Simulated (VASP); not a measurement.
# Tl (Fm-3m) in VASP: notebook

The runs below take Tl through density of states, band structure, elastic constants, with r2SCAN+rVV10, PBE+dDsC, PW91, LDA.

All numbers are computed with VASP 6.6.1; they aren't measurements. Logs are shortened: lines on timing, memory, paths and dates and some standing lists are left out, and cuts for length are marked.

## Step 1: Starting point

The structure is cubic, space group Fm-3m (No. 225). The conventional cell has a = 4.933 Å, b = 4.933 Å, c = 4.933 Å, α = 90.00°, β = 90.00°, γ = 90.00°. Tl (site symmetry m-3m) is surrounded by 12 Tl at 3.49 Å.

This isn't the form of Tl at room conditions, which is hcp.

## Step 2: Density of states, r2SCAN+rVV10, spin-orbit coupling, no magnetisation (cell strained at random at fixed volume)

INCAR

```
SYSTEM = Tl
ALGO     = Normal         ! electronic algorithm
BPARAM   = 11.95        
CPARAM   = 0.0093       
EDIFF    = 1E-7           ! SCF threshold, eV
ENCUT    = 520            ! plane-wave cutoff, eV
GGA_COMPAT= .FALSE.      
ISIF     = 2              ! what is computed and relaxed
ISMEAR   = -5             ! smearing method
IVDW_NL  = 2            
LASPH    = .TRUE.         ! aspherical terms in the spheres
LCHARG   = .FALSE.        ! write CHGCAR
LMIXTAU  = .TRUE.       
LORBIT   = 11             ! projections on sites
LREAL    = .FALSE.        ! projectors in reciprocal space
LSORBIT  = .TRUE.         ! spin-orbit coupling
LUSE_VDW = .TRUE.       
LWAVE    = .FALSE.        ! write WAVECAR
MAGMOM   = 0 0 0          ! initial moments
METAGGA  = R2SCAN         ! meta-GGA
NBANDS   = 24             ! bands
NEDOS    = 1001           ! points of the DOS
NELM     = 80             ! most SCF steps
PREC     = Accurate       ! precision mode
SIGMA    = 0.1            ! smearing width, eV
```

KPOINTS

```
k-points
0
G
  7 7 7
  0 0 0
```

POSCAR

```
Tl
1.0
    0.0001780000      2.4526940000      2.4141060000
    2.4316470000     -0.0082250000      2.4225090000
    2.4885790000      2.5180290000     -0.0651570000
Tl
1
Direct
    0.0000000000      0.0000000000      0.0000000000
```

Potentials or basis: VASP PAW PBE potentials, release 64 (Tl_d).

Command:

```
$ cat potpaw_PBE.64/Tl_d/POTCAR > POTCAR
$ mpirun -np 1 vasp_ncl > vasp.out
```

OUTCAR:

```text
SYSTEM = Tl
   BPARAM = 11.95
   EDIFF = 1E-7
   ENCUT = 520
   ISIF = 2
   ISMEAR = -5
   IVDW_NL = 2
   LASPH = .TRUE.
   LORBIT = 11
   LREAL = .FALSE.
   LSORBIT = .TRUE.
   METAGGA = R2SCAN
   NELM = 80
   PREC = Accurate

 ion  position               nearest neighbor table
   1  0.000  0.000  0.000-

  LATTYP: Found a triclinic cell.
 ALAT       =     3.4595136122
 B/A-ratio  =     0.9921691156
 C/A-ratio  =     1.0155422969
 COS(alpha) =     0.0036767774
 COS(beta)  =     0.4828642926
 COS(gamma) =     0.5013318791

  Lattice vectors:

 A1 = (  -2.4314690000,   2.4609190000,  -0.0084030000)
 A2 = (  -2.4316470000,   0.0082250000,  -2.4225090000)
 A3 = (  -2.4884010000,  -0.0653350000,   2.4792630000)

Analysis of symmetry for initial positions (statically):
=====================================================================
 Subroutine PRICEL returns:
 Original cell was already a primitive cell.

 Routine SETGRP: Setting up the symmetry group for a
 triclinic supercell.

 Subroutine GETGRP returns: Found  2 space group operations
 (whereof  2 operations were pure point group operations)
 out of a pool of  2 trial point group operations.

The static configuration has the point symmetry S_2 .

Analysis of symmetry for dynamics (positions and initial velocities):
=====================================================================
 Subroutine PRICEL returns:
 Original cell was already a primitive cell.

 Routine SETGRP: Setting up the symmetry group for a
 triclinic supercell.

 Subroutine GETGRP returns: Found  2 space group operations
 (whereof  2 operations were pure point group operations)
 out of a pool of  2 trial point group operations.

The dynamic configuration has the point symmetry S_2 .

Analysis of structural, dynamic, and magnetic symmetry:
=====================================================================
 Subroutine PRICEL returns:
 Original cell was already a primitive cell.

 Routine SETGRP: Setting up the symmetry group for a
 triclinic supercell.

 Subroutine GETGRP returns: Found  2 space group operations
 (whereof  2 operations were pure point group operations)
 out of a pool of  2 trial point group operations.

The overall configuration has the point symmetry S_2 .

 Subroutine INISYM returns: Found  2 space group operations
 (whereof  2 operations are pure point group operations),
 and found     1 'primitive' translations

----------------------------------------------------------------------------------------

                                     Primitive cell

  volume of cell :      30.0047

  direct lattice vectors                    reciprocal lattice vectors
     0.000178000  2.452694000  2.414106000    -0.203281738  0.206202340  0.204748649
     2.431647000 -0.008225000  2.422509000     0.207920578 -0.200225323  0.203410471
     2.488579000  2.518029000 -0.065157000     0.198686372  0.195629956 -0.198771631

  length of vectors
     3.441455458  3.432422561  3.540867255     0.354633444  0.353124576  0.342428847

  position of ions in fractional coordinates (direct lattice)
     0.000000000  0.000000000  0.000000000

[... 232 lines left out ...]
  free energy    TOTEN  =       -53.09093672 eV
[... 12 lines left out ...]
 Broyden mixing:
  rms(total) = 0.28100E-03    rms(broyden)= 0.12482E-02
  rms(prec ) = 0.61634E-03
  weight for this iteration     100.00
  WARNING: grid for Broyden might be to small

 eigenvalues of (default mixing * dielectric matrix)
  average eigenvalue GAMMA=   1.2687
  2.7697  2.3938  1.3841  1.1510  0.9291  0.7450  0.7450  0.6642  0.6360

 Free energy of the ion-electron system (eV)
  ---------------------------------------------------
  ext. energy  EPLUGINS =         0.00000000
  ---------------------------------------------------
  free energy    TOTEN  =       -53.09104540 eV
[... 37 lines left out ...]
 Free energy of the ion-electron system (eV)
  ---------------------------------------------------
  ext. energy  EPLUGINS =         0.00000000
  ---------------------------------------------------
  free energy    TOTEN  =       -53.09104620 eV

  energy without entropy =      -53.09104620  energy(sigma->0) =      -53.09104620

 E-fermi :   5.7481     XC(G=0): -10.5879

 val. band max:        5.8072011730   @ k =  -0.2857  -0.4286   0.1429
 cond. band min:       5.6507391923   @ k =   0.1429  -0.2857   0.1429
 fundamental gap:     -0.1564619807
 Fermi energy:         5.7480737081

 k-point     1 :       0.0000    0.0000    0.0000
  band No.  band energies     occupation
      1      -7.2711      1.00000
      2      -7.2711      1.00000
      3      -7.2653      1.00000
      4      -7.2653      1.00000
      5      -5.2102      1.00000
      6      -5.2102      1.00000
[... 637 lines left out ...]
     23      23.1604      0.00000
     24      23.1604      0.00000

 [... further k-points ...]

------------------------ aborting loop because EDIFF is reached ----------------------------------------

 total charge

# of ion       s       p       d       tot
------------------------------------------
    1        1.177   0.394   9.623  11.194
[... 15 lines left out ...]
# of ion       s       p       d       tot
------------------------------------------
    1        0.000   0.000   0.000   0.000

  FORCE on cell =-STRESS in cart. coord.  units (eV):
  Direction    XX          YY          ZZ          XY          YZ          ZX
  --------------------------------------------------------------------------------------
  -------------------------------------------------------------------------------------
  Total       -0.2900458     -0.2692457     -0.3101787     -0.0483428      0.0569229      0.0454848
  in kB      -15.4877208    -14.3770499    -16.5627688     -2.5813844      3.0395389      2.4287744
  external PRESSURE =     -15.4758465 kB  Pullay stress =       0.0000000 kB

 VOLUME and BASIS-vectors are now :
 -----------------------------------------------------------------------------
  energy-cutoff  :      520.00
  volume of cell :       30.00
      direct lattice vectors                 reciprocal lattice vectors
     0.000178000  2.452694000  2.414106000    -0.203281738  0.206202340  0.204748649
     2.431647000 -0.008225000  2.422509000     0.207920578 -0.200225323  0.203410471
     2.488579000  2.518029000 -0.065157000     0.198686372  0.195629956 -0.198771631

  length of vectors
     3.441455458  3.432422561  3.540867255     0.354633444  0.353124576  0.342428847

 FORCES acting on ions
    electron-ion (+dipol)            ewald-force                    non-local-force                 convergence-correction
 -----------------------------------------------------------------------------------------------
   -.266E-13 -.652E-13 -.311E-13   -.398E-15 -.281E-14 -.328E-14   0.000E+00 0.000E+00 -.212E-23   -.109E-13 -.861E-13 -.388E-13
 -----------------------------------------------------------------------------------------------
   -.265E-13 -.648E-13 -.309E-13   -.398E-15 -.281E-14 -.328E-14   0.000E+00 0.000E+00 -.212E-23   -.109E-13 -.861E-13 -.388E-13

 POSITION                                       TOTAL-FORCE (eV/Angst)
 -----------------------------------------------------------------------------------
      0.00000      0.00000      0.00000         0.000000      0.000000      0.000000
 -----------------------------------------------------------------------------------
    total drift:                               -0.000000     -0.000000     -0.000000

--------------------------------------------------------------------------------------------------------

  FREE ENERGIE OF THE ION-ELECTRON SYSTEM (eV)
  ---------------------------------------------------
  free  energy   TOTEN  =       -53.0910462041 eV

  energy  without entropy=      -53.0910462041  energy(sigma->0) =      -53.09104620

--------------------------------------------------------------------------------------------------------

--------------------------------------------------------------------------------------------------------

 -----------------------------------------------------------------------------
|                                                                             |
|           W    W    AA    RRRRR   N    N  II  N    N   GGGG   !!!           |
|           W    W   A  A   R    R  NN   N  II  NN   N  G    G  !!!           |
|           W    W  A    A  R    R  N N  N  II  N N  N  G       !!!           |
|           W WW W  AAAAAA  RRRRR   N  N N  II  N  N N  G  GGG   !            |
|           WW  WW  A    A  R   R   N   NN  II  N   NN  G    G                |
|           W    W  A    A  R    R  N    N  II  N    N   GGGG   !!!           |
|                                                                             |
|     Tetrahedron method does not include variations of the Fermi             |
|     occupations, so forces and stress will be inaccurate. We suggest        |
|     using a different smearing scheme ISMEAR = 1 or 2 for metals in         |
|     relaxations.                                                            |
|                                                                             |
 -----------------------------------------------------------------------------

 Spin-Orbit-Coupling matrix elements

 Ion:    1  E_soc:     -0.6316256
 l=   1
     0.0000000    -0.0582433    -0.0586107
    -0.0582433     0.0000000    -0.0577769
    -0.0586107    -0.0577769     0.0000000
 l=   2
     0.0000000    -0.0092292     0.0000000    -0.0091887    -0.0378357
    -0.0092292     0.0000000    -0.0284384    -0.0091689    -0.0094210
     0.0000000    -0.0284384     0.0000000    -0.0284386     0.0000000
    -0.0091887    -0.0091689    -0.0284386     0.0000000    -0.0094613
    -0.0378357    -0.0094210     0.0000000    -0.0094613     0.0000000
 l=   3
     0.0000000     0.0000000     0.0000000     0.0000000     0.0000000     0.0000000     0.0000000
     0.0000000     0.0000000     0.0000000     0.0000000     0.0000000     0.0000000     0.0000000
     0.0000000     0.0000000     0.0000000     0.0000000     0.0000000     0.0000000     0.0000000
     0.0000000     0.0000000     0.0000000     0.0000000     0.0000000     0.0000000     0.0000000
     0.0000000     0.0000000     0.0000000     0.0000000     0.0000000     0.0000000     0.0000000
     0.0000000     0.0000000     0.0000000     0.0000000     0.0000000     0.0000000     0.0000000
[... 26 lines left out ...]
 BZINTS: Fermi energy:    5.748074;   13.000000 electrons
         Band energy:-0.543618E+02;  BLOECHL correction:   -0.170982
 BZINTS: Fermi energy:    5.748074;   13.000000 electrons
         Band energy:-0.543618E+02;  BLOECHL correction:   -0.170982
 BZINTS: Fermi energy:    5.748074;   13.000000 electrons
         Band energy:-0.543618E+02;  BLOECHL correction:   -0.170982
 BZINTS: Fermi energy:    5.748074;   13.000000 electrons
         Band energy:-0.543618E+02;  BLOECHL correction:   -0.170982

=======================================================================
```

Wall time 18 min (1 thread of Intel Xeon 6975P-C (Granite Rapids), shared host); peak memory 0.53 GiB.

What came out:

- Free energy: -53.0910 eV
- Pressure: -1.5 GPa
- Valence electrons inside the program's atomic spheres: Tl 11.19

Stress tensor (GPa, compression positive):
```
-1.55 -0.26  0.24
-0.26 -1.44  0.30
 0.24  0.30 -1.66
```

Caveat: the PAW data sets were made with another functional, which shifts forces and pressure a little.

[end of part 1 of 2]
